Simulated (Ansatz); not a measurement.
Crystal: HgTe.

```
CELL_PARAMETERS angstrom
-3.04560 3.04560 1.55941
3.04560 -3.04560 1.55941
3.04560 3.04560 -1.55941
ATOMIC_POSITIONS crystal
Hg 0.75000 0.25000 0.50000
Te 0.00000 0.00000 0.00000
```

Measurements of this composition are mostly on another form, of space group No. 216.

- Program: Ansatz 0.2.0
- Task: relaxation of cell and atoms
- Functional: PBEsol
- Potentials or basis: all-electron LAPW, scalar-relativistic
- Basis error allowed: 0.001 eV/atom
- k mesh: 10 × 10 × 10
- Occupations: fermi-dirac, width 0.05 eV
- Spin: no spin polarisation

At the start: volume 28.93 Å³/atom.

Where does the relaxation end?

Over 6 steps the energy falls by 54.3 meV/atom and the volume is 26.61 Å³/atom (-8.0 %); space group I-4m2 (No. 119, to 0.05 Å).

The path:
```csv
step,energy change (eV),largest force (eV/Å),volume (Å³)
1,0.0000,0.0000,57.86
2,-0.0981,0.0000,52.62
3,-0.1061,0.0000,52.60
4,-0.1083,0.0000,53.41
5,-0.1085,0.0000,53.21
6,-0.1085,0.0000,53.21
```

Final structure:
```yaml
crystal:
  lattice:
    - [-2.88530, 2.88530, 1.59799]
    - [2.88530, -2.88530, 1.59799]
    - [2.88530, 2.88530, -1.59799]
  atoms:
    - { symbol: Hg, position: [0.75000, 0.25000, 0.50000] }
    - { symbol: Te, position: [0.00000, 0.00000, 0.00000] }
```
